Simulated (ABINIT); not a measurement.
Runs of ABINIT 10.8.3 (patched build) on PbSe (Clausthalite). It takes space group Fm-3m (No. 225, cubic). The conventional cell has a = 6.121 Å, b = 6.121 Å, c = 6.121 Å, α = 90.00°, β = 90.00°, γ = 90.00°. Pb (site symmetry m-3m) has 6 Se at 3.06 Å as nearest neighbours. Se (site symmetry m-3m) has 6 Pb at 3.06 Å as nearest neighbours. 

```csv
level,k mesh,most SCF steps,SCF threshold (tolvrs),SCF scheme (iscf),other keys,mesh quality,gap on the mesh (eV),pressure (GPa)
HSE06,6 × 6 × 6,60,-,-,-,not flagged,0.57,(b)
PBE0,3 × 3 × 3,60,-,-,-,coarse,-,-0.7
HSE06,4 × 4 × 4,60,1e-12,17,k = 4 × 4 × 4; tolvrs = 1e-12; iscf = 17,coarse,0.58,0.6
HSE06,3 × 3 × 3,60,-,-,-,coarse,-,(a)
PBE,6 × 6 × 6,-,-,-,-,not flagged,0.28,2.4
```

Alike in all rows: task single point; potentials or basis SG15 NC PBE v1.2; no spin polarisation; cell as given; cutoff (eV) 490; smearing fixed.

Problem. Fill in the values left out.

Solution. (a) -0.5; (b) 0.5.

Caveats: some runs use coarse meshes; the potentials were made for another functional, which shifts forces and pressure (some runs); Libxc's HSE differs a little from that of other programs (some runs); spin-orbit coupling is left out, which as a rule narrows the gap of such compounds by several tenths of an eV (some runs); exact exchange is summed on a coarse mesh, which widens gaps by tenths of an eV (some runs).

A k mesh can miss the band edges, and the runs leave out spin-orbit coupling on Pb, Se.
